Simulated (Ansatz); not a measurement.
# Ru: how much relativity matters

What happens to Ru at a fixed cell under these changes: no relativity; spin-orbit coupling on; point nuclei; inner shells corrected to Dirac's equation?

Method: DFT, at the level named in each step, in Ansatz 0.2.0.

**1. The starting structure**

Symmetry: Fm-3m, No. 225, cubic system. Conventional cell: a = 3.811 Å, b = 3.811 Å, c = 3.811 Å, α = 90.00°, β = 90.00°, γ = 90.00°. Around Ru (site symmetry m-3m) lie 12 Ru at 2.69 Å.

Structure file:

```
CELL_PARAMETERS angstrom
0.00000 1.90541 1.90541
1.90541 0.00000 1.90541
1.90541 1.90541 0.00000
ATOMIC_POSITIONS crystal
Ru 0.00000 0.00000 0.00000
```

The cell was relaxed by PAW from a hypothetical start (fcc type); it needn't be the stable phase of this composition.

**2. No relativity, LAPW**

Contents of input.yaml:

```yaml
crystal:
  lattice:
    - [0.0, 1.9054056433, 1.9054056433]
    - [1.9054056433, 0.0, 1.9054056433]
    - [1.9054056433, 1.9054056433, 0.0]
  atoms:
    - { symbol: Ru, position: [0.0, 0.0, 0.0] }
kpoints:
  mp_grid: { grid: [16, 16, 16] }
  band_path:
    path:
      - [0.0, 0.0, 0.0]
      - [0.5, 0.0, 0.5]
      - [0.625, 0.25, 0.625]
      - [0.375, 0.375, 0.75]
      - [0.0, 0.0, 0.0]
      - [0.5, 0.5, 0.5]
      - [0.5, 0.25, 0.75]
      - [0.5, 0.0, 0.5]
    npoints: 5
scf:
  occupations: { method: fermi_dirac, width: 0.05 }
hamiltonian:
  xc: pbe
  pseudopotentials:
    kind: all_electron
    lapw: { basis_error: 0.00025 }
    relativity: none
output:
  forces: true
  stress: true
  eigenvalues: true
```

The run is started by

```sh
$ ansatz run input.yaml --threads 1 --pin off --max-ram 2048MiB --backend cpu --events-out ev --progress --plain --runs-dir out
```

**3. Spin-orbit coupling on, LAPW**

Edit input.yaml of step 2 so:

```diff
@@ -24,6 +24,3 @@
   xc: pbe
-  pseudopotentials:
-    kind: all_electron
-    lapw: { basis_error: 0.00025 }
-    relativity: none
+  pseudopotentials: { kind: all_electron, lapw: { basis_error: 0.00025 } }
 output:
@@ -32 +29,4 @@
   eigenvalues: true
+magnetization:
+  noncollinear: true
+  spin_orbit: true
```

**4. Spin-orbit coupling on, PAW**

Edit input.yaml of step 3 so:

```diff
@@ -24,3 +24,3 @@
   xc: pbe
-  pseudopotentials: { kind: all_electron, lapw: { basis_error: 0.00025 } }
+  pseudopotentials: { kind: paw_fr }
 output:
@@ -29,2 +29,3 @@
   eigenvalues: true
+  efg: { contact_densities: true }
 magnetization:
```

**5. Point nuclei, LAPW**

Contents of input.yaml:

```yaml
crystal:
  lattice:
    - [0.0, 1.9054056433, 1.9054056433]
    - [1.9054056433, 0.0, 1.9054056433]
    - [1.9054056433, 1.9054056433, 0.0]
  atoms:
    - { symbol: Ru, position: [0.0, 0.0, 0.0] }
kpoints:
  mp_grid: { grid: [16, 16, 16] }
scf:
  occupations: { method: fermi_dirac, width: 0.05 }
hamiltonian:
  xc: pbe
  pseudopotentials:
    kind: all_electron
    lapw: { basis_error: 0.00025 }
    nuclear_model: point
output:
  forces: true
  stress: true
  eigenvalues: true
```

**6. Point nuclei, crystal datasets**

Edit input.yaml of step 5 so:

```diff
@@ -13,6 +13,3 @@
   xc: pbe
-  pseudopotentials:
-    kind: all_electron
-    lapw: { basis_error: 0.00025 }
-    nuclear_model: point
+  pseudopotentials: { kind: all_electron, datasets: crystal, nuclear_model: point }
 output:
@@ -21 +18,2 @@
   eigenvalues: true
+  efg: { contact_densities: true }
```

**7. Inner shells corrected to Dirac's equation, LAPW**

Edit input.yaml of step 6 so:

```diff
@@ -13,3 +13,6 @@
   xc: pbe
-  pseudopotentials: { kind: all_electron, datasets: crystal, nuclear_model: point }
+  pseudopotentials:
+    kind: all_electron
+    lapw: { basis_error: 0.00025 }
+    dirac_shells: { Ru: ["3p", "3d"] }
 output:
@@ -18,2 +21 @@
   eigenvalues: true
-  efg: { contact_densities: true }
```

(Steps that only read results are left out.)

Before running it: what results should come out? Wanted: pressure, no relativity, LAPW; pressure, spin-orbit coupling on, LAPW; pressure, point nuclei, LAPW; pressure, inner shells corrected to Dirac's equation, LAPW.

The runs gave:

```
                                                  quantity      value
                             pressure, no relativity, LAPW   8.23 GPa
                    pressure, spin-orbit coupling on, LAPW   0.10 GPa
                              pressure, point nuclei, LAPW  -0.05 GPa
pressure, inner shells corrected to Dirac's equation, LAPW  -0.03 GPa
```

Going from no relativity to the scalar-relativistic run with point nuclei moves the pressure by -8.28 GPa; the heaviest element has Z = 44. From that run, spin-orbit coupling moves the pressure by +0.16 GPa. With spin-orbit coupling, PAW lies +0.05 GPa from LAPW in pressure.
